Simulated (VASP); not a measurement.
# MgO: self-consistent run, by functional and exact exchange

MgO, Fm-3m (no. 225), 2 atoms in the cell.

| Functional | Exact exchange | Pressure (GPa) | Gap on the mesh (eV) | Time (s) |
|---|---|---|---|---|
| O3LYP | 0.1161 | 4.46 | 6.299 | 11 |
| B3P86 | 0.2 | 0.24 | 6.973 | 12 |
| hAPBE | 0.2 | 1.21 | 6.890 | 13 |
| B3PW91 | 0.2 | 0.80 | 6.976 | 11 |
| B97-2 | 0.21 | 2.58 | 7.215 | 9.6 |
| X3LYP | 0.218 | 1.47 | 7.317 | 11 |
| CAP0 | 0.25 | -0.24 | 7.444 | 12 |
| B97-3 | 0.2693 | 1.65 | 7.782 | 9.9 |

Limits: the k mesh is coarse, so the gap and the pressure can be far off.

## Input of the first row

INCAR.step1:
```
ALGO     = Normal         # electronic algorithm
EDIFF    = 1E-5           # SCF threshold, eV
ENCUT    = 450            # plane-wave cutoff, eV
GGA      = PE             # functional
ISIF     = 2              # what is computed and relaxed
ISMEAR   = 0              # smearing method
LASPH    = T              # aspherical terms in the spheres
LCHARG   = F              # write CHGCAR
LREAL    = F              # projectors in reciprocal space
LWAVE    = T              # write WAVECAR
NELM     = 100            # most SCF steps
PREC     = Accurate       # precision mode
SIGMA    = 0.02           # smearing width, eV
```

INCAR.step2, as INCAR.step1 but for:
```
- EDIFF = 1E-5
- GGA = PE
- LWAVE = T
+ AEXX = 0.1161
+ EDIFF = 1E-6
+ GGA = LIBXC
+ ISTART = 1
+ LHFCALC = T
+ LIBXC1 = HYB_GGA_XC_O3LYP
+ LWAVE = F
+ PRECFOCK = Fast
```

KPOINTS:
```
k-points
0
Gamma
  4 4 4
```

POSCAR:
```
MgO
1.0
    0.0000000000      2.0970013927      2.0970013927
    2.0970013927      0.0000000000      2.0970013927
    2.0970013927      2.0970013927      0.0000000000
Mg O
1 1
Direct
    0.0000000000      0.0000000000      0.0000000000
    0.5000000000      0.5000000000      0.5000000000
```

Commands (each step's output is kept before the next begins):
```
cat potpaw_PBE.64/Mg/POTCAR potpaw_PBE.64/O/POTCAR > POTCAR
cp INCAR.step1 INCAR
mpirun -np 1 vasp_std > vasp.out
cp INCAR.step2 INCAR
mpirun -np 1 vasp_std > vasp.out
```

Changes of the last row against the first:
```
(step 2)
- AEXX = 0.1161
- LIBXC1 = HYB_GGA_XC_O3LYP
+ AEXX = 0.269288
+ LIBXC1 = HYB_GGA_XC_B97_3
```

VASP 6.6.1 took 11 s on 1 core (Intel Xeon 6975P-C (Granite Rapids)), a shared host.
